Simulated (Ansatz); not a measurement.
BN: symmetry broken, then relaxed

Theory: DFT PBE+D3(BJ), scalar-relativistic, plane waves, PAW (Ansatz). The runs took a 420 eV cutoff, a Γ-centred 12×12×4 mesh and Gaussian smearing (0.05 eV). No spin polarisation. Energies are free energies at this smearing, counted from the undisturbed cell; pressure is positive in compression.

The undisturbed cell (relaxed at this level):

```
B N
1.0
     2.50644    0.00000    0.00000
    -1.25322    2.17064    0.00000
     0.00000    0.00000    6.61685
B N
2 2
Direct
  0.33333 0.66667 0.25000
  0.66667 0.33333 0.75000
  0.33333 0.66667 0.75000
  0.66667 0.33333 0.25000
```

The atoms are displaced (Å, in the unstrained cell):

| atom | ux | uy | uz |
| --- | --- | --- | --- |
| B1 | -0.008 | -0.013 | 0.013 |
| B2 | -0.008 | -0.013 | 0.013 |
| N3 | 0.008 | 0.013 | -0.013 |
| N4 | 0.008 | 0.013 | -0.013 |

Cell and atoms are then relaxed.

Q: Does the relaxation return to the undisturbed structure?

A: Yes (up to a choice of domain or origin): same space group and volume, and an energy 0.0 meV/atom from it. The disturbance itself cost 11.5 meV/atom. The final space group reads P6_3/mmc (tolerance 0.05 Å) and the volume changes by -0.22 %.

Final structure:

```yaml
crystal:
  lattice:
    - [2.50644, 0.00000, -0.00008]
    - [-1.25322, 2.17064, -0.00008]
    - [-0.00021, -0.00036, 6.60253]
  atoms:
    - { symbol: B, position: [0.33331, 0.66669, 0.25000] }
    - { symbol: B, position: [0.66669, 0.33331, 0.75000] }
    - { symbol: N, position: [0.33336, 0.66664, 0.75000] }
    - { symbol: N, position: [0.66664, 0.33336, 0.25000] }
```

The relaxation, step by step (energy from the first step; small jumps at an unchanged geometry come where the plane waves are selected anew for the new cell):

| step | ΔE (meV/atom) | largest force component (eV/Å) | pressure (GPa) |
| --- | --- | --- | --- |
| 1 | 0.0 | 1.100 | 0.29 |
| 2 | -7.8 | 0.669 | -0.20 |
| 3 | -11.4 | 0.002 | 0.07 |
| 4 | -11.5 | 0.002 | -0.11 |
| 5 | -11.5 | 0.000 | 0.02 |
| 6 | -11.5 | 0.000 | 0.01 |

Frames along the relaxation (Å, eV/Å):

```xyz
4
Lattice="2.506 0.000 0.000 -1.253 2.171 0.000 0.000 0.000 6.617" Properties=species:S:1:pos:R:3:forces:R:3 pbc="T T T" step=1
B    -0.008    1.434    1.667    0.668    1.043   -0.324
B     1.246    0.711    4.976    0.569    1.100   -0.324
N     0.008    1.460    4.949   -0.569   -1.100    0.324
N     1.261    0.737    1.641   -0.668   -1.042    0.324
4
Lattice="2.508 0.000 0.000 -1.254 2.172 0.000 0.000 0.000 6.602" Properties=species:S:1:pos:R:3:forces:R:3 pbc="T T T" step=2
B    -0.006    1.440    1.647    0.393    0.657    0.078
B     1.250    0.715    4.948    0.372    0.669    0.078
N     0.005    1.455    4.954   -0.373   -0.669   -0.078
N     1.258    0.732    1.653   -0.393   -0.657   -0.078
4
Lattice="2.506 0.000 0.000 -1.253 2.170 0.000 0.000 -0.001 6.620" Properties=species:S:1:pos:R:3:forces:R:3 pbc="T T T" step=3
B    -0.001    1.447    1.655   -0.001    0.002    0.000
B     1.253    0.723    4.965    0.002    0.000    0.000
N     0.000    1.446    4.965   -0.002    0.000    0.000
N     1.252    0.724    1.655    0.001   -0.002    0.000
4
Lattice="2.507 0.000 0.000 -1.253 2.171 0.000 0.000 0.000 6.606" Properties=species:S:1:pos:R:3:forces:R:3 pbc="T T T" step=4
B     0.000    1.447    1.652   -0.001    0.001   -0.001
B     1.253    0.723    4.955    0.002   -0.001   -0.001
N     0.000    1.447    4.955   -0.002    0.001    0.001
N     1.253    0.724    1.651    0.001   -0.001    0.001
4
Lattice="2.506 0.000 0.000 -1.253 2.171 0.000 0.000 0.000 6.603" Properties=species:S:1:pos:R:3:forces:R:3 pbc="T T T" step=5
B     0.000    1.447    1.651    0.000    0.000    0.000
B     1.253    0.723    4.952    0.000    0.000    0.000
N     0.000    1.447    4.952    0.000    0.000    0.000
N     1.253    0.724    1.651    0.000    0.000    0.000
4
Lattice="2.506 0.000 0.000 -1.253 2.171 0.000 0.000 0.000 6.603" Properties=species:S:1:pos:R:3:forces:R:3 pbc="T T T" step=6
B     0.000    1.447    1.651    0.000    0.000    0.000
B     1.253    0.723    4.952    0.000    0.000    0.000
N     0.000    1.447    4.952    0.000    0.000    0.000
N     1.253    0.724    1.651    0.000    0.000    0.000
```

Cost: 3 runs of about 0.4 core-minutes in all, on Intel Xeon 6975P-C (Granite Rapids) (shared hosts).